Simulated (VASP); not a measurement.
# Zr: convergence, energy difference of two geometries

Zr, Im-3m (no. 229), 1 atom in the cell. PBEsol, energy difference of two geometries; PAW potentials Zr_sv (PBE set). VASP 6.6.1.

Wanted: energy difference within 0.5 meV/atom.

What the run is for: energy difference; Accuracy asked: standard; Second geometry: volume scaled by 0.96.

The series start from Plane-wave cutoff (eV): 300; Smearing width (eV): 0.1; k-point mesh: 14 × 14 × 14; Precision mode (PREC): Accurate; Electronic threshold (eV): 1e-6; Aspherical gradient terms in the spheres (LASPH): yes. Each series keeps the choices made before it, and each single choice may use up half of a tolerance. Times cover all steps of a run.

## Plane-wave cutoff (eV)

| Plane-wave cutoff (eV) | Energy difference (meV/atom) | Time (s) |
|---|---|---|
| 180 | -34.88 | 5.2 |
| 230 | -29.17 | 5.8 |
| 260 | -28.85 | 5.6 |
| 300 | -29.28 | 9.6 |
| 340 | -29.98 | 11 |
| 400 | -30.47 | 11 |
| 480 | -30.55 | 13 |
| 600 (reference) | -30.56 | 27 |

## Smearing width (eV)

| Smearing width (eV) | Energy difference (meV/atom) | Time (s) |
|---|---|---|
| 0.4 | -31.62 | 11 |
| 0.3 | -31.55 | 12 |
| 0.2 | -31.20 | 12 |
| 0.15 | -30.74 | 13 |
| 0.1 | -30.47 | 11 |
| 0.05 (reference) | -30.43 | 14 |

## k-point mesh

| k-point mesh | Energy difference (meV/atom) | Time (s) |
|---|---|---|
| 5 × 5 × 5 | -31.99 | 4.1 |
| 6 × 6 × 6 | -35.81 | 4.5 |
| 8 × 8 × 8 | -27.40 | 5.3 |
| 9 × 9 × 9 | -34.30 | 5.4 |
| 12 × 12 × 12 | -32.29 | 9.6 |
| 14 × 14 × 14 | -30.47 | 11 |
| 17 × 17 × 17 | -31.63 | 16 |
| 20 × 20 × 20 | -31.25 | 25 |
| 24 × 24 × 24 (reference) | -31.68 | 37 |

## Precision mode (PREC)

| Precision mode (PREC) | Energy difference (meV/atom) | Time (s) |
|---|---|---|
| SingleN | -31.63 | 18 |
| Normal | -31.68 | 22 |
| Single | -31.67 | 37 |
| Accurate (reference) | -31.68 | 37 |

## Electronic threshold (eV)

| Electronic threshold (eV) | Energy difference (meV/atom) | Time (s) |
|---|---|---|
| 0.001 | -31.64 | 18 |
| 0.0001 | -31.63 | 16 |
| 1e-5 | -31.63 | 17 |
| 1e-6 | -31.63 | 18 |
| 1e-7 | -31.63 | 19 |
| 1e-8 (reference) | -31.63 | 22 |

## Aspherical gradient terms in the spheres (LASPH)

| Aspherical gradient terms in the spheres (LASPH) | Energy difference (meV/atom) | Time (s) |
|---|---|---|
| yes | -31.64 | 18 |
| no | -31.63 | 13 |

## Question

The rows run from the loosest to the tightest (no order: aspherical gradient terms in the spheres). For each series: choose the loosest value from which every tighter one stays within half of the tolerance; where there is no order, keep the first row unless others stay within half of the tolerance and take at least 30 % less time, and then take the fastest.

## Answer

- Plane-wave cutoff (eV): 400
- Smearing width (eV): 0.1
- k-point mesh: 24 × 24 × 24, the tightest run, since the next looser one is off by more than half of the tolerance (convergence isn't shown beyond it)
- Precision mode (PREC): SingleN
- Electronic threshold (eV): 0.001
- Aspherical gradient terms in the spheres (LASPH): yes

## All choices together

| Input | Energy difference (meV/atom) | Time (s) |
|---|---|---|
| the program's defaults (naive) | -31.52 | 1.5 |
| chosen settings | -31.64 | 18 |
| reference settings throughout | -31.88 | 112 |

The chosen settings stay within the tolerance of the reference run, but the reference itself isn't shown to be converged in: k-point mesh.

## The input

INCAR:
```
ALGO     = Normal         # electronic algorithm
EDIFF    = 0.001          # SCF threshold, eV
ENCUT    = 400            # plane-wave cutoff, eV
GGA      = PS             # functional
GGA_COMPAT= F            
ISIF     = 2              # what is computed and relaxed
ISMEAR   = 1              # smearing method
LASPH    = T              # aspherical terms in the spheres
LCHARG   = F              # write CHGCAR
LREAL    = F              # projectors in reciprocal space
LWAVE    = F              # write WAVECAR
NELM     = 120            # most SCF steps
PREC     = SingleN        # precision mode
SIGMA    = 0.1            # smearing width, eV
```

KPOINTS:
```
Automatic mesh
0
Gamma
  24 24 24
  0 0 0
```

POSCAR.step1:
```
Zr
1.0
   -1.8100000000      1.8100000000      1.8100000000
    1.8100000000     -1.8100000000      1.8100000000
    1.8100000000      1.8100000000     -1.8100000000
Zr
1
Direct
    0.0000000000      0.0000000000      0.0000000000
```

POSCAR.step2:
```
Zr
1.0
   -1.7855375418      1.7855375418      1.7855375418
    1.7855375418     -1.7855375418      1.7855375418
    1.7855375418      1.7855375418     -1.7855375418
Zr
1
Direct
    0.0000000000      0.0000000000      0.0000000000
```

Commands (each step's output is kept before the next begins):
```
cat potpaw_PBE.64/Zr_sv/POTCAR > POTCAR
cp POSCAR.step1 POSCAR
mpirun -np 1 vasp_std > vasp.out
cp POSCAR.step2 POSCAR
mpirun -np 1 vasp_std > vasp.out
```

The naive input happens to agree within the tolerance here, in 1.5 s.

The chosen input took VASP 6.6.1 18 s on 1 core (Intel Xeon 6975P-C (Granite Rapids)), a shared host.

## An input that fails: tetrahedra on too few k points

VASP's message: IBZKPT: tetrahedron method fails for NKPT<4. NKPT = 1.

k mesh: 14 × 14 × 14 becomes 1 × 1 × 1.

Changes against the starting input:
```
- ISMEAR = 1
- NELM = 120
+ ISMEAR = -5
+ NELM = 68
```
